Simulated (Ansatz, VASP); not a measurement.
## One calculation of W, two programs

```
CELL_PARAMETERS angstrom
0.00000 2.06045 1.96910
2.06045 0.00000 1.96910
2.06045 2.06045 0.00000
ATOMIC_POSITIONS crystal
W 0.00000 0.00000 0.00000
```

Change from the starting cell: strain +0.015 along x and y, -0.030 along z, atoms carried along.

Alike in both runs: task single point; functional PBEsol; k mesh 20 × 20 × 20; occupations gaussian, width 0.15 eV; no spin polarisation.

|  | VASP | Ansatz |
| --- | --- | --- |
| version | VASP 6.6.1 | Ansatz 0.2.0 |
| potentials or method | VASP PAW PBE potentials, release 64 (W_sv) | scalar-relativistic, plane waves, PAW |
| plane-wave cutoff (eV) | 520 | 420 |
| valence electrons in the cell | 14 | 14 |

|  | VASP | Ansatz | Ansatz less VASP |
| --- | --- | --- | --- |
| gap on the k mesh at the Fermi level (eV) | none | none | - |
| pressure (GPa) | -12.1 | -12.5 | -0.47 |
| largest component of the traceless stress (GPa) | 9.28 | 9.23 | -0.049 |

A gap of «none» marks a metal or a gap that the smearing closes.

Caveats: the PAW data sets were made with another functional, which shifts forces and pressure a little (VASP). The runs have no spin-orbit coupling, so splittings on W are missing.
